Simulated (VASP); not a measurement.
# N2 in VASP: settings compared, part 2 of 2

VASP 6.6.1. Earlier steps stand in the parts before.

**5. Relaxation of the atoms, PBE+D3(BJ)**

Input file INCAR:

```
SYSTEM = N
  PREC = Accurate
  ENCUT = 520
  EDIFF = 1E-7
  ISMEAR = 0
  SIGMA = 0.02
  LREAL = .FALSE.
  LASPH = .TRUE.
  NELM = 100
  ALGO = Fast
  ISIF = 2
  LWAVE = .FALSE.
  LCHARG = .FALSE.
  GGA = PE
  IVDW = 12
  IBRION = 2
  NSW = 90
  EDIFFG = -0.005
  ISYM = 0
```

Input file KPOINTS:

```
regular mesh
0
G
  1 1 1
  0 0 0
```

Input file POSCAR:

```
N
1.0
   10.0000000000      0.0000000000      0.0000000000
    0.0000000000     10.5000000000      0.0000000000
    0.0000000000      0.0000000000     11.0000000000
N
2
Direct
    0.5000000000      0.5000000000      0.4500000000
    0.5000000000      0.5000000000      0.5500000000
```

Potentials or basis: VASP PAW PBE potentials, release 64 (N).

Launch:

```bash
> cat potpaw_PBE.64/N/POTCAR > POTCAR
> mpirun -np 1 vasp_std > vasp.out
```

OUTCAR:

```text
SYSTEM = N
   PREC = Accurate
   ENCUT = 520
   EDIFF = 1E-7
   ISMEAR = 0
   LREAL = .FALSE.
   LASPH = .TRUE.
   NELM = 100
   ISIF = 2
   GGA = PE
   IVDW = 12
   IBRION = 2
   NSW = 90
   EDIFFG = -0.005
   ISYM = 0
 IVDW          = 12

 ion  position               nearest neighbor table
   1  0.500  0.500  0.450-   2 1.10
   2  0.500  0.500  0.550-   1 1.10

IMPORTANT INFORMATION: All symmetrisations will be switched off!
NOSYMM: (Re-)initialisation of all symmetry stuff for point group C_1.

----------------------------------------------------------------------------------------

                                     Primitive cell

  volume of cell :    1155.0000

  direct lattice vectors                    reciprocal lattice vectors
    10.000000000  0.000000000  0.000000000     0.100000000  0.000000000  0.000000000
     0.000000000 10.500000000  0.000000000     0.000000000  0.095238095  0.000000000
     0.000000000  0.000000000 11.000000000     0.000000000  0.000000000  0.090909091

  length of vectors
    10.000000000 10.500000000 11.000000000     0.100000000  0.095238095  0.090909091

  position of ions in fractional coordinates (direct lattice)
     0.500000000  0.500000000  0.450000000
     0.500000000  0.500000000  0.550000000

[... 96 lines left out ...]

 Free energy of the ion-electron system (eV)
  ---------------------------------------------------
  ext. energy  EPLUGINS =         0.00000000
  ---------------------------------------------------
  free energy    TOTEN  =       -16.63825870 eV

  energy without entropy =      -16.63825870  energy(sigma->0) =      -16.63825870

------------------------ aborting loop because EDIFF is reached ----------------------------------------

 Edisp (eV)   -0.01196

 E8    (eV) :    -0.0035
[... 105 lines left out ...]
  FREE ENERGIE OF THE ION-ELECTRON SYSTEM (eV)
  ---------------------------------------------------
  free  energy   TOTEN  =       -16.6636758328 eV

  energy  without entropy=      -16.6636758328  energy(sigma->0) =      -16.66367583

[... ionic steps 4 to 8 ...]

--------------------------------------- Ionic step        9  -------------------------------------------

 number of electron      10.0000003 magnetization

------------------------ aborting loop because EDIFF is reached ----------------------------------------
[... 75 lines left out ...]
--------------------------------------- Ionic step       11  -------------------------------------------

 number of electron      10.0000003 magnetization

 Free energy of the ion-electron system (eV)
  ---------------------------------------------------
  ext. energy  EPLUGINS =         0.00000000
  ---------------------------------------------------
  free energy    TOTEN  =       -16.65184465 eV

  energy without entropy =      -16.65184465  energy(sigma->0) =      -16.65184465

 E-fermi :  -9.9153     XC(G=0):  -0.5269

 val. band max:      -10.0830854749   @ k =   0.0000   0.0000   0.0000
 cond. band min:      -2.0174525507   @ k =   0.0000   0.0000   0.0000
 fundamental gap:      8.0656329242
 Fermi energy:        -9.9152694036

 k-point     1 :       0.0000    0.0000    0.0000
  band No.  band energies     occupation
      1     -28.0701      2.00000
      2     -13.4351      2.00000
      3     -11.4210      2.00000
      4     -11.4210      2.00000
      5     -10.0831      2.00000
      6      -2.0175      0.00000
      7      -2.0174      0.00000
      8      -0.1829      0.00000
      9       0.9718      0.00000
[... 31 lines left out ...]
  FREE ENERGIE OF THE ION-ELECTRON SYSTEM (eV)
  ---------------------------------------------------
  free  energy   TOTEN  =       -16.6638089308 eV

  energy  without entropy=      -16.6638089308  energy(sigma->0) =      -16.66380893

 reached required accuracy - stopping structural energy minimisation
```

It took 3.6 min on 1 thread of Intel Xeon 6975P-C (Granite Rapids), shared host; peak memory 1 GiB.

What came out:

- Free energy: -16.6638 eV
- Energy gained by relaxing: 6.8 meV/atom
- Ionic steps: 11
- Gap between the frontier levels: 8.07 eV
- Dispersion energy per atom: -0.006 eV

Forces on the atoms (eV/Å):
```
N    0.000  0.000 -0.003
N    0.000  0.000  0.003
```

The path:
| step | energy change (eV) | largest force (eV/Å) | pressure (GPa) |
| --- | --- | --- | --- |
| 1 | 0.0000 | 2.0968 | 0.10 |
| 2 | 1.6837 | 14.0405 | -0.85 |
| 3 | -0.0135 | 0.2000 | -0.02 |
| 4 | -0.0136 | 0.0103 | -0.01 |
| 5 | -0.0136 | 0.0300 | -0.01 |
| 6 | -0.0136 | 0.0253 | -0.01 |
| 7 | -0.0136 | 0.0110 | -0.01 |
| 8 | -0.0136 | 0.0093 | -0.01 |
| 9 | -0.0136 | 0.0087 | -0.01 |
| 10 | -0.0136 | 0.0067 | -0.01 |
| 11 | -0.0136 | 0.0030 | -0.01 |

Final structure:
```
N
1.0
    10.00000    0.00000    0.00000
     0.00000   10.50000    0.00000
     0.00000    0.00000   11.00000
N
2
Direct
  0.50000 0.50000 0.44940
  0.50000 0.50000 0.55060
```

Caveat: the standard files for N, O and F lose accuracy on very short bonds.

**6. Relaxation of the atoms, PBEsol**

INCAR: that of step 5 with these lines changed.

```diff
@@ -2,3 +2,3 @@
   PREC = Accurate
-  ENCUT = 520
+  ENCUT = 300
   EDIFF = 1E-7
@@ -13,4 +13,3 @@
   LCHARG = .FALSE.
-  GGA = PE
-  IVDW = 12
+  GGA = PS
   IBRION = 2
```

KPOINTS is that of step 5.

POSCAR is that of step 5.

Potentials or basis: VASP PAW PBE potentials, release 64 (N).

Launch:

```bash
> cat potpaw_PBE.64/N/POTCAR > POTCAR
> mpirun -np 1 vasp_std > vasp.out
```

OUTCAR:

```text
SYSTEM = N
   PREC = Accurate
   ENCUT = 300
   EDIFF = 1E-7
   ISMEAR = 0
   LREAL = .FALSE.
   LASPH = .TRUE.
   NELM = 100
   ISIF = 2
   GGA = PS
   IBRION = 2
   NSW = 90
   EDIFFG = -0.005
   ISYM = 0

 ion  position               nearest neighbor table
   1  0.500  0.500  0.450-   2 1.10
   2  0.500  0.500  0.550-   1 1.10

IMPORTANT INFORMATION: All symmetrisations will be switched off!
NOSYMM: (Re-)initialisation of all symmetry stuff for point group C_1.

----------------------------------------------------------------------------------------

                                     Primitive cell

  volume of cell :    1155.0000

  direct lattice vectors                    reciprocal lattice vectors
    10.000000000  0.000000000  0.000000000     0.100000000  0.000000000  0.000000000
     0.000000000 10.500000000  0.000000000     0.000000000  0.095238095  0.000000000
[... 224 lines left out ...]
 number of electron       9.9999986 magnetization

------------------------ aborting loop because EDIFF is reached ----------------------------------------
[... 67 lines left out ...]
--------------------------------------- Ionic step       15  -------------------------------------------

 number of electron       9.9999986 magnetization

 Free energy of the ion-electron system (eV)
  ---------------------------------------------------
  ext. energy  EPLUGINS =         0.00000000
  ---------------------------------------------------
  free energy    TOTEN  =       -16.92035072 eV

  energy without entropy =      -16.92035072  energy(sigma->0) =      -16.92035072

 E-fermi :  -9.8003     XC(G=0):  -0.5863

 val. band max:       -9.9602912904   @ k =   0.0000   0.0000   0.0000
 cond. band min:      -2.0041294208   @ k =   0.0000   0.0000   0.0000
 fundamental gap:      7.9561618696
 Fermi energy:        -9.8003237662

 k-point     1 :       0.0000    0.0000    0.0000
  band No.  band energies     occupation
      1     -28.0726      2.00000
      2     -13.5262      2.00000
      3     -11.3726      2.00000
      4     -11.3681      2.00000
      5      -9.9603      2.00000
      6      -2.0041      0.00000
      7      -1.9994      0.00000
      8      -0.2054      0.00000
      9       0.9656      0.00000
[... 27 lines left out ...]
  FREE ENERGIE OF THE ION-ELECTRON SYSTEM (eV)
  ---------------------------------------------------
  free  energy   TOTEN  =       -16.9203507240 eV

  energy  without entropy=      -16.9203507240  energy(sigma->0) =      -16.92035072

 reached required accuracy - stopping structural energy minimisation
```

Wall time 99 s (1 thread of Intel Xeon 6975P-C (Granite Rapids), shared host); peak memory 0.48 GiB.

The run converged, but a check on its numbers failed (symmetry, net force, bounds or a known fault of this set-up), so they aren't taken as properties of the molecule.

Caveat: the cutoff lies under the usual one of these potentials, so the numbers hold a large basis-set error; the standard files for N, O and F lose accuracy on very short bonds; the PAW data sets were made with another functional, which shifts forces and pressure a little.

**7. Summary**

| level | potentials or basis | gap on the mesh (eV) |
| --- | --- | --- |
| PBEsol | VASP PAW PBE potentials, release 64 (N) | 8.05 |
| LDA | VASP PAW LDA potentials, release 64 (N) | 8.09 |
| PBE | VASP PAW PBE potentials, release 64 (N) | 8.07 |
| PBE+D3(BJ) | VASP PAW PBE potentials, release 64 (N) | 8.07 |

Alike in all rows: task relaxation of the atoms; no spin polarisation; cell atoms relaxed; k mesh 1 × 1 × 1; cutoff (eV) 520; smearing gaussian 0.02 eV.

Caveats: the standard files for N, O and F lose accuracy on very short bonds; the PAW data sets were made with another functional, which shifts forces and pressure a little (some runs).

Total energies depend on the potentials used, so only differences within one code and one set of settings carry meaning.
